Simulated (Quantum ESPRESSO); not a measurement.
CsSnBr3:

```
CELL_PARAMETERS angstrom
5.83901 0.00000 0.00000
0.00000 5.83901 0.00000
0.00000 0.00000 5.83901
ATOMIC_POSITIONS crystal
Cs 0.00000 0.00000 0.00000
Sn 0.50000 0.50000 0.50000
Br 0.00000 0.50000 0.50000
Br 0.50000 0.50000 0.00000
Br 0.50000 0.00000 0.50000
```

The cell is a database's computed one.

Base run:

```yaml
Program: Quantum ESPRESSO 7.5
Functional: PBEsol
Potentials_or_basis: GBRV 1.5 PBEsol
Cutoff: 925 eV
Density_cutoff: 7401 eV
k_mesh: 5 × 5 × 5
Occupations: fermi-dirac, width 0.05 eV
Spin: no spin polarisation
```

Its results: band gap on the k mesh 1.83 eV, direct; pressure -0.9 GPa.

Task: The run is repeated on the same cell with these changes: functional from PBEsol to PBE; potentials or basis from GBRV 1.5 PBEsol to SSSP 1.3 efficiency PBE; cutoff from 925 eV to 816 eV; density cutoff from 7401 eV to 6531 eV. What comes out?

Result: Band gap on the k mesh 1.88 eV, direct; pressure 0.5 GPa.

Caveats: spin-orbit coupling is left out, which moves the levels of the heavy elements; an odd mesh through Γ misses points on the zone boundary, where band edges often lie.
